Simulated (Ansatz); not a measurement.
**NaF (Fm-3m), a sublattice moved along a line**

These are results of Ansatz 0.2.0, DFT PBE, scalar-relativistic, plane waves, PAW, not measurements. Settings: plane waves to 420 eV, k-mesh 8×8×8 (Γ-centred), Gaussian smearing 0.05 eV. No spin polarisation. Energies are free energies at this smearing, counted from the undisturbed cell; pressure is positive in compression.

The starting cell (as given, not relaxed at this level; it stands at 1.7 GPa):

```yaml
crystal:
  lattice:
    - [0.00000, 2.32330, 2.32330]
    - [2.32330, 0.00000, 2.32330]
    - [2.32330, 2.32330, 0.00000]
  atoms:
    - { symbol: Na, position: [0.00000, 0.00000, 0.00000] }
    - { symbol: F, position: [0.50000, 0.50000, 0.50000] }
```

Every F atom is moved by x along the Cartesian unit vector (0.000, 0.000, 1.000); the cell and all other atoms stay fixed.

```tsv
x (Å)	ΔE (meV/cell)
-0.2000	51.0
-0.1000	11.7
0.0000	0.0
0.0250	0.7
0.0500	2.9
0.0750	6.5
0.1250	18.6
0.1500	27.3
0.1750	38.0
```

Predict the pressure (GPa) at each point.

```
  x (Å) pressure (GPa)
-0.2000             2.9
-0.1000             2.0
 0.0000             1.7
 0.0250             1.7
 0.0500             1.8
 0.0750             1.9
 0.1250             2.2
 0.1500             2.4
 0.1750             2.6
```